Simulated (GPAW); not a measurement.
Nb in GPAW: convergence with k mesh

Crystal: Nb.

```
Nb
1.0
    -1.66395    1.66395    1.66395
     1.66395   -1.66395    1.66395
     1.66395    1.66395   -1.66395
Nb
1
Direct
  0.00000 0.00000 0.00000
```

```yaml
Program: GPAW 26.7.0
Task: RPA correlation energy
Functional: PBE
Potentials_or_basis: GPAW PAW data sets (gpaw-data 1.2.1)
Cutoff: 500 eV
Basis: pw
k_mesh: 3 × 3 × 3
Occupations: fermi-dirac, width 0.05 eV
Spin: no spin polarisation
```

These are the settings of the first run; the series varies k mesh, with any setting tied to it.

Hardware: 1 thread of Arm Neoverse V2 (shared host).

| k mesh | energy less the tightest run, at zero smearing (meV/atom) | CPU time (s) | peak memory (GiB) |
| --- | --- | --- | --- |
| 3 × 3 × 3 | -69.82 | 5.5 | 0.19 |
| 4 × 4 × 4 | -10.55 | 15 | 0.19 |
| 5 × 5 × 5 | 86.65 | 34 | 0.19 |
| 6 × 6 × 6 | 46.80 | 88 | 0.23 |
| 7 × 7 × 7 | 50.97 | 180 | 0.3 |
| 8 × 8 × 8 | 0.00 | 390 | 0.39 |

Not settled before the last step: the energy (to 1 meV/atom). Meshes of other sizes hit other points, so gaps and Fermi surfaces needn't settle smoothly. The tightest run that finished is the yardstick and may itself not be fully converged.

Caveat, for the tightest run too: the response cutoff is short for absolute correlation energies; RPA of a metal hangs on this mesh.
